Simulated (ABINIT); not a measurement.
# Ti (Fm-3m) in ABINIT: notebook

The runs below take Ti through single point, with AM05, r2SCAN, SCAN.

Everything below comes from runs of ABINIT 10.8.3 (patched build). Logs are shortened: lines on timing, memory, paths and dates and some standing lists are left out, and cuts for length are marked. The log counts tension as positive stress, the text compression.

## 1. The crystal as given

Symmetry: Fm-3m, No. 225, cubic system. The conventional cell has a = 4.060 Å, b = 4.060 Å, c = 4.060 Å, α = 90.00°, β = 90.00°, γ = 90.00°. Around Ti (site symmetry m-3m) lie 12 Ti at 2.87 Å.

This isn't the form of Ti at room conditions, which is hcp.

## 2. Single point, AM05

run.abi reads:

```
# Pseudopotentials
pp_dirpath "./"
pseudos "Ti.GGA_PBE-JTH.xml"

# Structure
acell 2.8708535316 2.8708535316 2.8708535316 Angstrom
rprim
     0.0000000000     0.7071067812     0.7071067812
     0.7071067812     0.0000000000     0.7071067812
     0.7071067812     0.7071067812     0.0000000000
ntypat 1
znucl 22
natom 1
typat 1
xred
     0.0000000000     0.0000000000     0.0000000000

# Plane-wave basis
ecut 18.0
pawecutdg 36.0
pawxcdev 0

# k points
kptopt 1
ngkpt 11 11 11
nshiftk 1
shiftk 0.0 0.0 0.0

# Exchange and correlation
ixc -120135

# Bands and occupations
nband 10
occopt 3
tsmear 0.00183747

# SCF cycle
nstep 100
tolvrs 1.0e-9

# Output
iomode 3
prtwf 0
prtden 0
prteig 0
prtebands 0
enunit 1
```

Potentials or basis: JTH PAW PBE v2.0.

Run with:

```sh
> abinit run.abi > log 2>&1
```

run.abo:

```text
.Version 10.8.3 of ABINIT
 Symmetries : space group Fm -3 m (#225); Bravais cF (face-center cubic)
================================================================================
 Values of the parameters that define the memory need of the present run
     intxc =       0    ionmov =       0      iscf =      17    lmnmax =      18
     lnmax =       6     mgfft =      24  mpssoang =       3    mqgrid =    3001
     natom =       1  nloc_mem =       2    nspden =       1   nspinor =       1
    nsppol =       1      nsym =      48    n1xccc =       1    ntypat =       1
    occopt =       3   xclevel =       2
       mpw =         428          nfft =       13824          nkpt =          56
 PAW method is used; the additional fine FFT grid is defined by:
   mgfftf=        30    nfftf =     27000
================================================================================
================================================================================

--------------------------------------------------------------------------------
------------- Echo of variables that govern the present computation ------------
--------------------------------------------------------------------------------
 -outvars: echo values of preprocessed input variables --------
            acell      5.4251269223E+00  5.4251269223E+00  5.4251269223E+00 Bohr
              amu      4.78800000E+01
             ecut      1.80000000E+01 Hartree
           enunit           1
                       outvar_i_n : Printing only first  50 k-points.
              ixc     -120135
                       outvar_i_n : Printing only first  50 k-points.
         kptrlatt       11    0    0      0   11    0      0    0   11
          kptrlen      5.96763961E+01
            natom           1
            nband          10
            ngfft          24      24      24
          ngfftdg          30      30      30
             nkpt          56
            nstep         100
             nsym          48
           ntypat           1
                       prtocc : prtvol=0, do not print more k-points.
           occopt           3
        pawecutdg      3.60000000E+01 Hartree
         pawxcdev           0
           prtden           0
        prtebands           0
           prteig           0
            prtwf           0
            rprim      0.0000000000E+00  7.0710678120E-01  7.0710678120E-01
                       7.0710678120E-01  0.0000000000E+00  7.0710678120E-01
                       7.0710678120E-01  7.0710678120E-01  0.0000000000E+00
          spgroup         225
           tolvrs      1.00000000E-09
           tsmear      1.83747000E-03 Hartree
            typat      1
           useylm           1
                       outvars : Printing only first  50 k-points.
            znucl       22.00000

================================================================================

 chkinp: Checking input parameters for consistency.

================================================================================
== DATASET  1 ==================================================================

--- !DatasetInfo
iteration_state: {dtset: 1, }
dimensions: {natom: 1, nkpt: 56, mband: 10, nsppol: 1, nspinor: 1, nspden: 1, mpw: 428, }
cutoff_energies: {ecut:  18.0, pawecutdg:  36.0, }
electrons: {nelect:   1.20000000E+01, charge:   0.00000000E+00, occopt:   3.00000000E+00, tsmear:   1.83747000E-03, }
meta: {optdriver: 0, ionmov: 0, optcell: 0, iscf: 17, paral_kgb: 0, }
...

 Real(R)+Recip(G) space primitive vectors, cartesian coordinates (Bohr,Bohr^-1):
 R(1)=  0.0000000  3.8361440  3.8361440  G(1)= -0.1303392  0.1303392  0.1303392
 R(2)=  3.8361440  0.0000000  3.8361440  G(2)=  0.1303392 -0.1303392  0.1303392
 R(3)=  3.8361440  3.8361440  0.0000000  G(3)=  0.1303392  0.1303392 -0.1303392
 Unit cell volume ucvol=  1.1290540E+02 bohr^3
 Angles (23,13,12)=  6.00000000E+01  6.00000000E+01  6.00000000E+01 degrees

 Coarse grid specifications (used for wave-functions):

 getcut: wavevector=  0.0000  0.0000  0.0000  ngfft=  24  24  24
         ecut(hartree)=     18.000   => boxcut(ratio)=   2.31633

 getcut : COMMENT -
  Note that boxcut > 2.2 ; recall that boxcut=Gcut(box)/Gcut(sphere) = 2
  is sufficient for exact treatment of convolution.
  Such a large boxcut is a waste : you could raise ecut
  e.g. ecut=   24.144179 Hartrees makes boxcut=2

 Fine grid specifications (used for densities):

 getcut: wavevector=  0.0000  0.0000  0.0000  ngfft=  30  30  30
         ecut(hartree)=     36.000   => boxcut(ratio)=   2.04964

--- Pseudopotential description ------------------------------------------------
- pspini: atom type   1  psp file is ./Ti.GGA_PBE-JTH.xml
 Pseudopotential format is: paw10
 basis_size (lnmax)=  6 (lmn_size= 18), orbitals=   0   0   1   1   2   2
 Spheres core radius: rc_sph= 2.30802695
 Shapefunction is BESSEL type: shapef(r,l)=aa(1,l)*jl(q(1,l)*r)+aa(2,l)*jl(q(2,l)*r)
 Radius for shape functions =  2.01037111
 Compensation charge density is not taken into account in XC energy/potential

   3.05946380E+02                                ecore*ucvol(ha*bohr**3)
--------------------------------------------------------------------------------

================================================================================

--- !BeginCycle
iteration_state: {dtset: 1, }
solver: {iscf: 17, nstep: 100, nline: 4, wfoptalg: 10, }
tolerances: {tolvrs: 1.00E-09, }
...

     iter   Etot(hartree)      deltaE(h)  residm     nres2
 ETOT  1  -57.580808801234    -5.758E+01 7.652E+00 4.990E+00
 ETOT  2  -58.564329827178    -9.835E-01 1.266E-01 3.292E+00
 ETOT  3  -58.551901218856     1.243E-02 1.007E-02 9.378E-02
 ETOT  4  -58.552072400820    -1.712E-04 1.669E-03 4.441E-03
 ETOT  5  -58.552116606535    -4.421E-05 3.660E-04 1.921E-04
 ETOT  6  -58.552116322503     2.840E-07 7.023E-05 6.383E-05
 ETOT  7  -58.552116141075     1.814E-07 1.998E-04 8.912E-09
 ETOT  8  -58.552116143551    -2.476E-09 3.199E-05 1.308E-08
 ETOT  9  -58.552116143495     5.613E-11 1.769E-04 8.450E-10

 At SCF step    9       nres2   =  8.45E-10 < tolvrs=  1.00E-09 =>converged.

 Cartesian components of stress tensor (hartree/bohr^3)
  sigma(1 1)=  1.52522009E-06  sigma(3 2)=  0.00000000E+00
  sigma(2 2)=  1.52522009E-06  sigma(3 1)=  0.00000000E+00
  sigma(3 3)=  1.52522009E-06  sigma(2 1)=  0.00000000E+00

--- !ResultsGS
iteration_state: {dtset: 1, }
comment   : Summary of ground state results
lattice_vectors:
- [  0.0000000,   3.8361440,   3.8361440, ]
- [  3.8361440,   0.0000000,   3.8361440, ]
- [  3.8361440,   3.8361440,   0.0000000, ]
lattice_lengths: [   5.42513,    5.42513,    5.42513, ]
lattice_angles: [ 60.000,  60.000,  60.000, ] # degrees, (23, 13, 12)
lattice_volume:   1.1290540E+02
convergence: {deltae:  5.613E-11, res2:  8.450E-10, residm:  1.769E-04, diffor: null, }
etotal    :  -5.85521161E+01
entropy   :   0.00000000E+00
fermie    :   2.89008770E-01
cartesian_stress_tensor: # hartree/bohr^3
- [  1.52522009E-06,   0.00000000E+00,   0.00000000E+00, ]
- [  0.00000000E+00,   1.52522009E-06,   0.00000000E+00, ]
- [  0.00000000E+00,   0.00000000E+00,   1.52522009E-06, ]
pressure_GPa:  -4.4874E-02
xred      :
- [  0.0000E+00,   0.0000E+00,   0.0000E+00, Ti]
cartesian_forces: # hartree/bohr
- [ -0.00000000E+00,  -0.00000000E+00,  -0.00000000E+00, ]
force_length_stats: {min:   0.00000000E+00, max:   0.00000000E+00, mean:   0.00000000E+00, }
...

 Integrated electronic density in atomic spheres:
 ------------------------------------------------
 Atom  Sphere_radius  Integrated_density
    1        2.30803         10.19501568

================================================================================

 ----iterations are completed or convergence reached----

 Mean square residual over all n,k,spin=   32.536E-08; max=  17.686E-05
 reduced coordinates (array xred) for    1 atoms
       0.000000000000      0.000000000000      0.000000000000
 rms dE/dt=  0.0000E+00; max dE/dt=  0.0000E+00; dE/dt below (all hartree)
    1       0.000000000000      0.000000000000      0.000000000000

 cartesian coordinates (angstrom) at end:
    1      0.00000000000000     0.00000000000000     0.00000000000000

 cartesian forces (hartree/bohr) at end:
    1     -0.00000000000000    -0.00000000000000    -0.00000000000000
 frms,max,avg= 0.0000000E+00 0.0000000E+00   0.000E+00  0.000E+00  0.000E+00 h/b

 cartesian forces (eV/Angstrom) at end:
    1     -0.00000000000000    -0.00000000000000    -0.00000000000000
 frms,max,avg= 0.0000000E+00 0.0000000E+00   0.000E+00  0.000E+00  0.000E+00 e/A
 length scales=  5.425126922319  5.425126922319  5.425126922319 bohr
              =  2.870853531600  2.870853531600  2.870853531600 angstroms
 Fermi (or HOMO) energy (eV) =   7.86433   Average Vxc (eV)= -11.28095
 Eigenvalues (   eV  ) for nkpt=  56  k points:
 kpt#   1, nband= 10, wtk=  0.00075, kpt=  0.0000  0.0000  0.0000 (reduced coord)
 -48.40253  -24.39056  -24.39056  -24.39056    1.69811    8.77733    8.77733    8.77733
  10.48679   10.48679
 prteigrs : prtvol=0 or 1, do not print more k-points.

--- !EnergyTerms
iteration_state     : {dtset: 1, }
comment             : Components of total free energy in Hartree
kinetic             :  7.75297777225728E+00
hartree             :  1.12214732779118E+01
xc                  : -3.20238047497640E+00
Ewald energy        : -4.30262871087557E+01
psp_core            :  2.70975862394395E+00
local_psp           : -3.38636728203470E+01
PAW spherical_terms : -1.43576844205035E-01
internal            : -5.85517075741711E+01
'-kT*entropy'       : -4.13838785984369E-04
total_energy        : -5.85521214129571E+01
total_energy_eV     : -1.59328439128955E+03
...

--- !EnergyTermsDC
iteration_state     : {dtset: 1, }
comment             : '"Double-counting" decomposition of free energy'
band_energy         : -8.07823128870718E+00
Ewald energy        : -4.30262871087557E+01
psp_core            :  2.70975862394395E+00
xc_dc               : -1.08173438380107E+01
PAW spherical_terms :  6.60401306821054E-01
internal            : -5.85517023047085E+01
'-kT*entropy'       : -4.13838785984369E-04
total_energy_dc     : -5.85521161434945E+01
total_energy_dc_eV  : -1.59328424790017E+03
...

--- !EnergyTermsWithPAWCore
iteration_state     : {dtset: 1, }
comment             : 'Components of total free energy, including PAW core contributions'
Total energy        : -8.52127859409326E+02
Total energy DC     : -8.52127854139864E+02
Total energy (eV)   : -2.31875803133482E+04
Total energy DC (eV): -2.31875801699588E+04
...

 Cartesian components of stress tensor (hartree/bohr^3)
  sigma(1 1)=  1.52522009E-06  sigma(3 2)=  0.00000000E+00
  sigma(2 2)=  1.52522009E-06  sigma(3 1)=  0.00000000E+00
  sigma(3 3)=  1.52522009E-06  sigma(2 1)=  0.00000000E+00

-Cartesian components of stress tensor (GPa)         [Pressure= -4.4874E-02 GPa]
- sigma(1 1)=  4.48735243E-02  sigma(3 2)=  0.00000000E+00
- sigma(2 2)=  4.48735243E-02  sigma(3 1)=  0.00000000E+00
- sigma(3 3)=  4.48735243E-02  sigma(2 1)=  0.00000000E+00

== END DATASET(S) ==============================================================
================================================================================

 -outvars: echo values of variables after computation  --------
            acell      5.4251269223E+00  5.4251269223E+00  5.4251269223E+00 Bohr
           etotal     -5.8552116143E+01
            fcart     -0.0000000000E+00 -0.0000000000E+00 -0.0000000000E+00
            rprim      0.0000000000E+00  7.0710678120E-01  7.0710678120E-01
                       7.0710678120E-01  0.0000000000E+00  7.0710678120E-01
                       7.0710678120E-01  7.0710678120E-01  0.0000000000E+00
           strten      1.5252200912E-06  1.5252200912E-06  1.5252200912E-06
                       0.0000000000E+00  0.0000000000E+00  0.0000000000E+00
 Calculation completed.
```

It took 9.6 s on 1 thread of Arm Neoverse V1, shared host; peak memory 0.09 GiB.

Results:

* Free energy: -1593.2842 eV
* Pressure: 0.0 GPa
* Band gap on the k mesh: none (metal or under the smearing width)
* Valence electrons inside the program's atomic spheres: Ti 10.20 (radii [1.2214] Å)

Caveat: the PAW data sets were made with another functional, which shifts forces and pressure a little.

## 3. Single point, r2SCAN

run.abi, as its differences from that of step 2:

```diff
@@ -20,3 +20,2 @@
 pawecutdg 36.0
-pawxcdev 0
 
@@ -29,3 +28,5 @@
 # Exchange and correlation
-ixc -120135
+ixc -497498
+usekden 1
+pawxcdev 0
 
@@ -38,3 +39,3 @@
 nstep 100
-tolvrs 1.0e-9
+tolvrs 1.0e-7
```

Potentials or basis: JTH PAW PBE v2.0.

Run with:

```sh
> abinit run.abi > log 2>&1
```

Run time: 32 s. Hardware: 1 thread of Arm Neoverse V1, shared host; peak memory 0.1 GiB.

The run converged. Its results:

- Free energy: -1500.7202 eV
- Pressure: 3.2 GPa
- Band gap on the k mesh: none (metal or under the smearing width)
- Valence electrons inside the program's atomic spheres: Ti 10.17 (radii [1.2214] Å)

Levels at points of the mesh, in eV from the Fermi level:
```tsv
k point	band 2	band 3	band 4	band 5	band 6	band 7	band 8	band 9	band 10
(0.00, 0.00, 0.00)	-33.74	-33.74	-33.74	-6.56	1.02	1.02	1.02	2.91	2.91
```

Caveat: totals of a meta-GGA on PAW files have another zero than those of a GGA; the PAW data sets were made with another functional, which shifts forces and pressure a little.

## 4. Single point, SCAN

run.abi, as its differences from that of step 3:

```diff
@@ -28,3 +28,3 @@
 # Exchange and correlation
-ixc -497498
+ixc -263267
 usekden 1
```

Run with:

```sh
> abinit run.abi > log 2>&1
```

Wall time 31 s (1 thread of Arm Neoverse V1, shared host); peak memory 0.1 GiB.

It converged, with:

```yaml
Free_energy: -1505.4650 eV
Pressure: 2.8 GPa
Band_gap_on_the_k_mesh: none (metal or under the smearing width)
Valence_electrons_inside_the_program's_atomic_spheres: Ti 10.17 (radii [1.2214] Å)
```

Levels at points of the mesh, in eV from the Fermi level:
```tsv
k point	band 2	band 3	band 4	band 5	band 6	band 7	band 8	band 9	band 10
(0.00, 0.00, 0.00)	-33.89	-33.89	-33.89	-6.55	1.01	1.01	1.01	2.89	2.89
```

Caveat: totals of a meta-GGA on PAW files have another zero than those of a GGA; the PAW data sets were made with another functional, which shifts forces and pressure a little.

## 5. Overview

```tsv
level	gap on the mesh (eV)	pressure (GPa)
AM05	none	0.0
r2SCAN	none	3.2
SCAN	none	2.8
```

Alike in all rows: task single point; potentials or basis JTH PAW PBE v2.0; no spin polarisation; cell as given; k mesh 11 × 11 × 11; cutoff (eV) 490; smearing fermi-dirac 0.05 eV.

Every run on the cell as given and a fine mesh finds a metal. The pressure there spans 0.0 GPa (AM05) to 3.2 GPa (r2SCAN); a positive pressure means that this level wants a larger cell, a negative one a smaller.

Caveats: the PAW data sets were made with another functional, which shifts forces and pressure a little; totals of a meta-GGA on PAW files have another zero than those of a GGA (some runs).

Absolute energies hang on the potentials; compare differences alone.
